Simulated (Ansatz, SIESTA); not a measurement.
**CdGeAs2: programs and potentials compared**

```
CELL_PARAMETERS angstrom
-2.98887 2.98887 5.66430
2.98887 -2.98887 5.66430
2.98887 2.98887 -5.66430
ATOMIC_POSITIONS crystal
Cd 0.50000 0.50000 0.00000
Cd 0.25000 0.75000 0.50000
As 0.09622 0.12500 0.47122
As 0.37500 0.90378 0.02878
As 0.65378 0.62500 0.52878
As 0.87500 0.34622 0.97122
Ge 0.75000 0.25000 0.50000
Ge 0.00000 0.00000 0.00000
```

The cell is a database's computed one, not the measured one.

Alike in all runs: task band structure; functional PBE; k mesh 6 × 6 × 6; occupations fermi-dirac, width 0.05 eV; no spin polarisation; no spin-orbit coupling. Pressure is positive in compression and, in plane waves, holds the error of the finite cutoff, which Ansatz's Pulay term estimates and takes out. Gaps are the smaller of the mesh's and the band path's.

```tsv
program and potentials	plane-wave cutoff (eV)	notes	band gap (eV)	pressure (GPa)	largest force (eV/Å)
Ansatz, Ansatz PAW	420	Pulay term of +0.03 GPa included	0.05	2.18	0.143
Ansatz, all-electron LAPW, scalar-relativistic	-	-	0.03	2.19	0.140
SIESTA, files PseudoDojo sr-pbe-0.4.1-standard, DZP (energy shift 0.003 Ry; two zetas on semicore shells)	-	atomic basis	0.04	2.85	0.389
```

Force on atom 3 (As), eV/Å:

```
                                                                                   program and potentials      x      y      z
                                                                                       Ansatz, Ansatz PAW  0.000  0.143  0.000
                                                           Ansatz, all-electron LAPW, scalar-relativistic  0.000  0.140  0.000
SIESTA, files PseudoDojo sr-pbe-0.4.1-standard, DZP (energy shift 0.003 Ry; two zetas on semicore shells)  0.000  0.389  0.000
```

The band gap spans 0.03 (Ansatz, all-electron LAPW, scalar-relativistic) to 0.05 eV (Ansatz, Ansatz PAW), with all-electron results at 0.03. The pressure spans 2.18 (Ansatz, Ansatz PAW) to 2.85 GPa (SIESTA, files PseudoDojo sr-pbe-0.4.1-standard, DZP (energy shift 0.003 Ry; two zetas on semicore shells)), with all-electron results at 2.19. Spin-orbit coupling, left out here, moves the band edges of heavy atoms. The paths' points differ, which is worth about 0.01 eV. Rows in atomic bases carry the error of their basis and grid, which can be large.

Differences between rows come from potentials, basis sets and numerical settings, since the functional is the same but for its coding. Runs on potential files found faulty are left out.
